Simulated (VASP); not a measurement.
Here is a VASP 6.6.1 calculation.

INCAR

```
ALGO = Normal
EDIFF = 1E-6
ENCUT = 450
GGA = PE
ISIF = 2
ISMEAR = 0
LASPH = T
LCHARG = F
LREAL = F
LWAVE = F
NBANDS = 17
NELM = 80
PREC = Accurate
SIGMA = 0.02
```

The input KPOINTS:

```
k-points
0
Gamma
  3 3 3
```

The input POSCAR:

```
SnTe
1.0
    3.9047000000      0.0000000000      0.0000000000
    0.0000000000      3.9047000000      0.0000000000
    0.0000000000      0.0000000000      3.9047000000
Te Sn
1 1
Direct
    0.5000000000      0.5000000000      0.5000000000
    0.0000000000      0.0000000000      0.0000000000
```

Potentials or basis: VASP PAW PBE potentials, release 64 (Te_GW, Sn_d_GW).

Command:

```bash
$ cat potpaw_PBE.64/Te_GW/POTCAR potpaw_PBE.64/Sn_d_GW/POTCAR > POTCAR
$ mpirun -np 1 vasp_std > vasp.out
```

Problem. What does it give for the pressure?

Solution. 1.6 GPa.

Problem. Predict the band gap on the k mesh.

Solution. 0.57 eV, indirect (least direct gap 2.11 eV).

Caveat: the k mesh is coarse (spacing up to 0.54 Å⁻¹), so the values aren't converged; spin-orbit coupling is left out, which moves the levels of the heavy elements; an odd mesh through Γ misses points on the zone boundary, where band edges often lie.
